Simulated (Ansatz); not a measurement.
Input and command of a calculation in Ansatz (plane waves; scalar-relativistic PAW potentials unless the input names others):

```yaml
crystal:
  lattice:
    - [3.1747657158, 0.0, 0.0]
    - [-1.5873828579, 2.7494277609, 0.0]
    - [0.0, 0.0, 5.8065784942]
  atoms:
    - { symbol: Mo, position: [0.0, 0.0, 0.5] }
    - { symbol: S, position: [0.3333333333, 0.6666666667, 0.2290831857] }
    - { symbol: S, position: [0.6666666667, 0.3333333333, 0.7709168143] }
kpoints:
  mp_grid: { grid: [18, 18, 8] }
hamiltonian:
  xc: r2scan
scf:
  occupations: { method: gaussian, width: 0.1 }
output:
  forces: true
  eigenvalues: true
  stress: true
```

```bash
ansatz run input.yaml --threads 1 --pin off --max-ram 2560MiB --backend cpu --events-out ev --progress --plain --runs-dir out
```

Abridged log:
```
Basis set: ecut = 500 eV, 1275 PW (Γ), exchange–correlation on 96×96×180 points (64 copies of the dense FFT grid, shifted against one another)
Bands: 17, of which v1, the nominal top of the filled ones, is band 13 counted from 1 (12 counted from 0)
Symmetry: 12 space group operations
k-points: 266 of 2592
SCF iter   1: F=—  HF=-6781.192927 eV  |F-HF|=—  |Δ(HF+E_count)|=         —  Δρ=1.18e-2  dr2=1.63e-1  dr2_τ=4.92e-2  ethr=1.77e-3  ⟨swp⟩=5.4  Hψ=23619  notcnv=0
SCF iter   2: F=—  HF=-6781.203164 eV  |F-HF|=—  |Δ(HF+E_count)|=   1.02e-2  Δρ=4.35e-3  dr2=9.42e-3  dr2_τ=4.29e-3  ethr=6.27e-4  ⟨swp⟩=2.0  Hψ=7686  notcnv=0  defer=5
SCF iter   3: F=—  HF=-6781.204057 eV  |F-HF|=—  |Δ(HF+E_count)|=   8.92e-4  Δρ=2.46e-3  dr2=4.97e-3  dr2_τ=1.45e-4  ethr=3.62e-5  ⟨swp⟩=2.2  Hψ=6608  notcnv=0  defer=5
SCF iter   4: F=—  HF=-6781.204638 eV  |F-HF|=—  |Δ(HF+E_count)|=   5.82e-4  Δρ=5.26e-4  dr2=2.66e-4  dr2_τ=8.39e-6  ethr=1.91e-5  ⟨swp⟩=2.1  Hψ=6446  notcnv=0  defer=5
SCF iter   5: F=—  HF=-6781.204703 eV  |F-HF|=—  |Δ(HF+E_count)|=   6.47e-5  Δρ=1.64e-4  dr2=2.94e-5  dr2_τ=1.52e-6  ethr=1.02e-6  ⟨swp⟩=2.1  Hψ=6872  notcnv=0  defer=5
SCF iter   6: F=—  HF=-6781.204708 eV  |F-HF|=—  |Δ(HF+E_count)|=   4.78e-6  Δρ=3.63e-5  dr2=1.05e-6  dr2_τ=3.64e-8  ethr=1.13e-7  ⟨swp⟩=2.2  Hψ=6360  notcnv=0  defer=5
SCF iter   7: F=-6781.204708 eV  HF=-6781.204708 eV  |F-HF|=2.38e-8  |Δ(HF+E_count)|=   1.69e-7  Δρ=1.14e-5  dr2=8.07e-8  dr2_τ=2.97e-9  ethr=3.85e-10  ⟨swp⟩=6.1  Hψ=22419  notcnv=0
SCF 1 converged in 7 iterations: F = -6781.204708 eV  dr2 = 8.07e-8
SCF converged after 7 iterations
Free energy (F): -6781.204708 eV
Harris-Foulkes:  -6781.204708 eV  (|F-HF|=2.38e-8)
Internal energy: -6781.199045 eV  (E = F + TS)
E sigma→0 (E₀):  -6781.201876 eV
Entropy (-TS):   -0.005663 eV (-1.888 meV/atom)
Fermi energy:    12.007365 eV
--- Forces (eV/Å), atoms counted from 1 ---
  atom   1  Mo     0.00000000     0.00000000     0.00000000
  atom   2  S      0.00000000     0.00000000     0.30009794
  atom   3  S      0.00000000     0.00000000    -0.30009794
--- Stress (GPa, compression-positive) ---
        4.400885       0.000000       0.000000
        0.000000       4.400885       0.000000
        0.000000       0.000000       1.767915
  P = ⅓ Tr σ = 3.5232 GPa (35.232 kbar)
```

Apart from outputs and empty bands, the input differs from a reference run on usual settings in hamiltonian.xc: "lda" → "r2scan"; basis.ecutwfc: 420 → not typed. The reference, at the same geometry (not necessarily relaxed), gave pressure -3.89 GPa, largest force 0.337 eV/Å, no gap on the mesh. This run converged in 7 SCF iterations (reference: 7) with a total energy on another zero, pressure 3.52 GPa, largest force 0.300 eV/Å, no gap on the mesh.

The run took 12 s on 1 thread of Intel(R) Xeon(R) 6975P-C (Granite Rapids) (shared host), peak memory 0.65 GiB.